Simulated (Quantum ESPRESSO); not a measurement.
AuCu and the effect of the dispersion correction

The cell as given:

It takes space group P4/mmm (No. 123, tetragonal). Conventional cell: a = 2.811 Å, b = 2.811 Å, c = 3.685 Å, α = 90.00°, β = 90.00°, γ = 90.00°. Around Au (site symmetry 4/mmm) lie 8 Cu at 2.71 Å and 4 Au at 2.81 Å. Cu (site symmetry 4/mmm) is surrounded by 8 Au at 2.71 Å and 4 Cu at 2.81 Å.

Kept alike: task relaxation of cell and atoms; functional PBEsol; k mesh 9 × 9 × 7; occupations fermi-dirac, width 0.05 eV; no spin polarisation. Program: Quantum ESPRESSO, GBRV 1.5 PBEsol, cutoff 762 eV. The mesh is that of the run's cell of 2 atoms. No spin-orbit coupling.

| dispersion correction | volume (Å³/atom) | first edge of the run's cell (Å) | third edge of the run's cell (Å) |
| --- | --- | --- | --- |
| D3(zero) | 13.961 | 2.758 | 3.672 |
| D3(BJ) | 13.835 | 2.772 | 3.600 |
| none | 14.187 | 2.793 | 3.636 |
| rVV10 | 13.755 | 2.768 | 3.592 |

The relaxations keep at least the cell's symmetry (P4/mmm). For a metal such a mesh leaves the last digits unconverged. Relaxations stop with a little pressure left, so the last digits of a volume or edge aren't settled.

**Question.** What does the dispersion correction change here?

**Answer.** The volume runs from 13.755 (rVV10) to 14.187 Å³/atom (none). Against no correction: D3(zero) -1.6 %; D3(BJ) -2.5 %; rVV10 -3.0 %. Dispersion terms mostly attract and so lower the volume; the schemes' coefficients and damping set how far. The first edge of the run's cell runs from 2.758 (D3(zero)) to 2.793 Å (none). The third edge of the run's cell runs from 3.592 (rVV10) to 3.672 Å (D3(zero)).
